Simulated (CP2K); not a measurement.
## HfC in CP2K: convergence with smearing width

HfC:

```xyz
2
Lattice="3.2880 0.0000 0.0000 1.6440 2.8475 0.0000 1.6440 0.9492 2.6847" Properties=species:S:1:pos:R:3 pbc="T T T"
Hf    3.2837    1.8928    1.3456
C    -0.0208    0.0048   -0.0484
```

The cell isn't the ideal one: atoms moved at random, drawn with an rms of 0.05 Å.

```yaml
Program: CP2K 2026.2
Task: single point
Functional: PBE
Potentials_or_basis: POTENTIAL_UZH Hf GTH-PBE-q12, C GTH-PBE-q4; DZVP-MOLOPT-PBE-GTH basis
Density_cutoff: 6123 eV
k_mesh: 8 × 8 × 8
Occupations: fermi-dirac, width 0.5 eV
Spin: no spin polarisation
```

These are the settings of the first run; the series varies smearing width, with any setting tied to it.

Hardware: 1 thread of Arm Neoverse V1 (shared host).

Question: The values tried are 0.5 eV, 0.3 eV, 0.2 eV, 0.1 eV, 0.05 eV, 0.025 eV, 0.01 eV, loosest first. From which on does the energy stay within 1 meV/atom of the tightest run that finished?

Answer: From 0.2 eV on.

| smearing width | energy less the tightest run, at zero smearing (meV/atom) | pressure (GPa) | largest force (eV/Å) | SCF cycles | CPU time (s) | peak memory (GiB) |
| --- | --- | --- | --- | --- | --- | --- |
| 0.5 eV | 16.95 | -0.52 | 0.441 | 11 | 50 | 0.28 |
| 0.3 eV | 2.05 | -1.20 | 0.421 | 11 | 51 | 0.28 |
| 0.2 eV | -0.02 | -1.33 | 0.413 | 11 | 51 | 0.28 |
| 0.1 eV | -0.40 | -1.38 | 0.415 | 11 | 50 | 0.28 |
| 0.05 eV | -0.09 | -1.39 | 0.432 | 11 | 50 | 0.28 |
| 0.025 eV | -0.02 | -1.39 | 0.449 | 11 | 49 | 0.28 |
| 0.01 eV | 0.00 | -1.37 | 0.452 | 11 | 49 | 0.28 |

Against the tightest run, the pressure stays within 0.1 GPa from 0.2 eV on; the largest force stays within 0.005 eV/Å from 0.025 eV on. Narrower smearing needs a denser k mesh, so at a fixed mesh the narrowest width isn't the most accurate. The tightest run that finished is the yardstick and may itself not be fully converged.

Caveat, for the tightest run too: the basis of atomic orbitals isn't converged, which shifts pressures, moduli and gaps. The run has no spin-orbit coupling, so splittings on Hf are missing.
